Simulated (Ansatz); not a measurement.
Molecular dynamics on a 2×2×2 supercell (16 atoms) of MgS (CsCl type), relaxed with r2SCAN. Forces come from r2SCAN in Ansatz 0.2.0: a Nosé-Hoover thermostat at fixed volume, 1000 K, steps of 1.5 fs. Classical nuclei, no spin polarisation; a few dozen steps show the first response, not equilibrium. The structure comes from a prototype and may be hypothetical.

```yaml
crystal:
  lattice:
    - [6.525634814, 0.0, 0.0]
    - [0.0, 6.525634814, 0.0]
    - [0.0, 0.0, 6.525634814]
  atoms:
    - { symbol: Mg, position: [0.0, 0.0, 0.0] }
    - { symbol: S, position: [0.25, 0.25, 0.25] }
    - { symbol: Mg, position: [0.0, 0.0, 0.5] }
    - { symbol: S, position: [0.25, 0.25, 0.75] }
    - { symbol: Mg, position: [0.0, 0.5, 0.0] }
    - { symbol: S, position: [0.25, 0.75, 0.25] }
    - { symbol: Mg, position: [0.0, 0.5, 0.5] }
    - { symbol: S, position: [0.25, 0.75, 0.75] }
    - { symbol: Mg, position: [0.5, 0.0, 0.0] }
    - { symbol: S, position: [0.75, 0.25, 0.25] }
    - { symbol: Mg, position: [0.5, 0.0, 0.5] }
    - { symbol: S, position: [0.75, 0.25, 0.75] }
    - { symbol: Mg, position: [0.5, 0.5, 0.0] }
    - { symbol: S, position: [0.75, 0.75, 0.25] }
    - { symbol: Mg, position: [0.5, 0.5, 0.5] }
    - { symbol: S, position: [0.75, 0.75, 0.75] }
kpoints:
  mp_grid: { grid: [2, 2, 2] }
hamiltonian:
  xc: r2scan
scf:
  occupations: { method: fermi_dirac, width: 0.086 }
md:
  ensemble: nvt_nose_hoover
  temperature: 1000
  timestep: 1.5
  n_steps: 40
  initial_velocities: maxwell_boltzmann
  seed: 5158
```

Command: `ansatz run input.yaml --threads 4 --pin off --max-ram 3686MiB --backend cpu --events-out ev --progress --plain --runs-dir out`. Wall time 3.7 min on 4 threads of Intel(R) Xeon(R) Processor @ 2.70GHz, on a shared host, load about 0.9 per core; peak host memory 1.4 GiB.

```csv
step,t (fs),T (K),free energy F from step 0 (meV/atom),kinetic energy (meV/atom),largest force (eV/Å)
0,0,1000,0.0,121.2,0.00
1,1.5,1003,-0.3,121.5,0.27
2,3,1011,-1.3,122.5,0.53
3,4.5,1024,-2.9,124.1,0.75
4,6,1042,-5.1,126.3,0.95
5,7.5,1065,-7.9,129.1,1.11
6,9,1093,-11.3,132.4,1.24
7,10.5,1125,-15.2,136.4,1.34
8,12,1162,-19.7,140.8,1.40
9,13.5,1203,-24.7,145.8,1.44
10,15,1248,-30.2,151.2,1.45
11,16.5,1296,-36.1,157.1,1.51
12,18,1348,-42.5,163.3,1.62
13,19.5,1402,-49.2,169.9,1.73
14,21,1459,-56.3,176.8,1.82
15,22.5,1517,-63.6,183.9,1.91
16,24,1576,-70.9,191.0,1.98
17,25.5,1634,-78.3,198.0,2.03
18,27,1690,-85.5,204.8,2.06
19,28.5,1744,-92.5,211.3,2.07
20,30,1793,-99.0,217.2,2.08
21,31.5,1837,-105.0,222.6,2.10
22,33,1875,-110.3,227.2,2.19
23,34.5,1906,-115.0,231.0,2.40
24,36,1931,-119.0,234.0,2.58
25,37.5,1948,-122.2,236.1,2.71
26,39,1959,-124.7,237.4,2.77
27,40.5,1962,-126.4,237.7,2.80
28,42,1956,-127.1,237.1,3.02
29,43.5,1942,-126.9,235.3,3.19
30,45,1918,-125.7,232.4,3.30
31,46.5,1886,-123.4,228.5,3.36
32,48,1847,-120.5,223.8,3.68
33,49.5,1806,-117.2,218.8,4.09
34,51,1767,-114.4,214.1,4.39
35,52.5,1737,-112.6,210.5,4.55
36,54,1722,-112.7,208.6,4.57
37,55.5,1723,-114.8,208.7,4.67
38,57,1739,-118.9,210.7,4.57
39,58.5,1766,-124.4,214.0,4.42
40,60,1797,-130.5,217.7,4.12
```

The temperature goes from 1000 K to 1797 K in 60 fs. The free energy ends below that of the starting lattice, which is therefore no minimum: the cell is distorting and heats up. By the last step the atoms have moved 0.55 Å in the root mean square, the drift of the whole cell taken out, 0.89 Å at most.

Positions (Å) and forces (eV/Å) at step 40:
```
Mg   0.179   0.195  -0.429    -2.350  -2.288   1.889
S    1.805   1.808   2.002    -0.139   0.322   0.147
Mg   0.011   0.157   2.813    -0.453  -0.346   0.364
S    1.178   1.600   4.997     2.636   2.964  -1.128
Mg  -0.173   3.206   0.025    -0.227   0.482   0.078
S    1.197   5.249   1.017     1.332  -0.939   1.801
Mg   0.124   3.366   3.497    -0.305   0.527   0.261
S    2.192   4.799   4.583    -1.530   1.492   0.813
Mg   3.233  -0.012  -0.017     0.125  -0.538  -0.774
S    5.054   1.165   1.056    -0.089   0.520   0.867
Mg   3.212   0.013   3.317     0.736   0.028  -0.261
S    4.636   1.758   4.548     1.430  -2.910   0.713
Mg   3.147   3.230   0.715     0.293   0.579  -0.680
S    4.549   4.418   2.304     1.138   0.889  -2.567
Mg   3.349   3.163   3.741    -1.843   0.457  -1.237
S    5.469   5.104   5.134    -0.752  -1.239  -0.285
```
